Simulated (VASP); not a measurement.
Input of a VASP 6.6.1 run:

File INCAR:

```
  ALGO = Fast
  EDIFF = 1E-7
  EDIFFG = -0.02
  ENCUT = 600
  IBRION = 2
  ISIF = 3
  ISMEAR = 0
  KPAR = 4
  LASPH = True
  LCHARG = False
  LREAL = False
  LWAVE = False
  NELM = 100
  NSW = 40
  PREC = Accurate
  SIGMA = 0.02
```

The input KPOINTS:

```
k-points
0
Gamma
  6 6 4
```

The input POSCAR:

```
SiO2
1.0
    4.9755888200      0.0000000000      0.0000000000
    0.0000000000      4.9755888200      0.0000000000
    0.0000000000      0.0000000000      6.9008894400
Si O
4 8
Direct
    0.8032465600      0.8032465600      0.5000000000
    0.6967534400      0.3032465600      0.2500000000
    0.3032465600      0.6967534400      0.7500000000
    0.1967534400      0.1967534400      0.0000000000
    0.7617576300      0.1103870700      0.4320415600
    0.8896129300      0.2382423700      0.0679584400
    0.1103870700      0.7617576300      0.5679584400
    0.2617576300      0.3896129300      0.8179584400
    0.2382423700      0.8896129300      0.9320415600
    0.7382423700      0.6103870700      0.3179584400
    0.3896129300      0.2617576300      0.1820415600
    0.6103870700      0.7382423700      0.6820415600
```

Potentials or basis: VASP PAW LDA potentials, release 64 (Si, O).

Run with:

```sh
$ cat potpaw_LDA.64/Si/POTCAR potpaw_LDA.64/O/POTCAR > POTCAR
$ mpirun -np 4 vasp_std > vasp.out
```

Q: Predict the band gap on the k mesh.

A: 5.53 eV, direct.

Q: Predict the space group after relaxing (to 0.05 Å).

A: P4_32_12 (No. 96).

Q: Estimate the relaxed cell.

A: a = 4.960 Å, b = 4.960 Å, c = 6.890 Å, α = 90.00°, β = 90.00°, γ = 90.00°.

Q: Estimate the relaxed volume.

A: 14.13 Å³/atom.

Final structure:
```xyz
12
Lattice="4.9605 0.0000 0.0000 0.0000 4.9605 0.0000 0.0000 0.0000 6.8903" Properties=species:S:1:pos:R:3 pbc="T T T"
Si    3.9839    3.9839    3.4451
Si    3.4569    1.5036    1.7226
Si    1.5036    3.4569    5.1677
Si    0.9766    0.9766    0.0000
O     3.7802    0.5482    2.9769
O     4.4123    1.1803    0.4682
O     0.5482    3.7802    3.9134
O     1.3000    1.9320    5.6360
O     1.1803    4.4123    6.4220
O     3.6605    3.0285    2.1908
O     1.9320    1.3000    1.2543
O     3.0285    3.6605    4.6995
```

A k mesh can miss the band edges.
